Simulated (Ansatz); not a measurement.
Geometry optimisation, Ansatz 0.2.0, DFT PBEsol, scalar-relativistic, plane waves, PAW.

The input (input.yaml):

```yaml
crystal:
  lattice:
    - [0.0, 5.43, 5.43]
    - [5.43, 0.0, 5.43]
    - [5.43, 5.43, 0.0]
  atoms:
    - { symbol: Si, position: [0.0, 0.0, 0.0] }
    - { symbol: Si, position: [0.125, 0.125, 0.125] }
    - { symbol: Si, position: [0.0, 0.0, 0.5] }
    - { symbol: Si, position: [0.125, 0.125, 0.625] }
    - { symbol: Si, position: [0.0, 0.5, 0.0] }
    - { symbol: Si, position: [0.125, 0.625, 0.125] }
    - { symbol: Si, position: [0.0, 0.5, 0.5] }
    - { symbol: Si, position: [0.125, 0.625, 0.625] }
    - { symbol: Si, position: [0.5, 0.0, 0.0] }
    - { symbol: Si, position: [0.625, 0.125, 0.125] }
    - { symbol: Si, position: [0.5, 0.0, 0.5] }
    - { symbol: Si, position: [0.625, 0.125, 0.625] }
    - { symbol: Si, position: [0.5, 0.5, 0.0] }
    - { symbol: Si, position: [0.625, 0.625, 0.125] }
    - { symbol: Si, position: [0.5, 0.5, 0.5] }
    - { symbol: Si, position: [0.625, 0.625, 0.625] }
    - { symbol: Si, position: [0.37449475, 0.36941038, 0.38375106] }
basis:
  ecutwfc: 420.0
kpoints:
  mp_grid: { grid: [2, 2, 2] }
hamiltonian:
  xc: pbesol
  pseudopotentials: { kind: paw, azcp: { folder: soft_1 } }
scf:
  occupations: { method: gaussian, width: 0.05 }
  lower_state_search: "off"
relax:
  f_tol: 0.03
  max_steps: 60
  adjacent_minimum: "off"
```

Launched with:

```bash
$ ansatz run input.yaml --threads 1 --pin off --max-ram 3072MiB --backend cpu --events-out ev --progress --plain --runs-dir out
```

Where does it end, and by what steps?

It converged. The force dipped under the threshold on the way, but the program's further checks kept it going. Limits of this set-up: PAW files made for another functional. After 3 steps the energy has fallen by 0.131 eV; Si17 moved furthest, 0.05 Å.

```
step  energy less start (eV)  largest force component (eV/Å)  accepted
   0                  0.0000                           0.668       yes
   1                 -0.1145                           0.227       yes
   2                 -0.1309                           0.024       yes
   3                 -0.1309                           0.024       yes
```

```xyz
17
Lattice="0.0000 5.4300 5.4300 5.4300 0.0000 5.4300 5.4300 5.4300 0.0000" Properties=species:S:1:pos:R:3
Si 0.005 0.006 0.003
Si 1.357 1.358 1.357
Si 2.710 2.712 0.004
Si 4.072 4.074 1.322
Si 2.712 0.005 2.710
Si 4.074 1.325 4.070
Si 5.454 2.693 2.690
Si 6.821 4.074 4.072
Si 0.005 2.713 2.709
Si 1.325 4.076 4.070
Si 2.692 5.457 2.689
Si 4.073 6.824 4.071
Si 2.696 2.697 5.449
Si 4.074 4.075 6.820
Si 5.454 5.457 5.452
Si 6.790 6.793 6.783
Si 4.076 4.078 4.068
```

Time of the run: 18 s on 1 thread of Arm Neoverse V1, with other jobs on the host, peak memory 0.49 GiB.
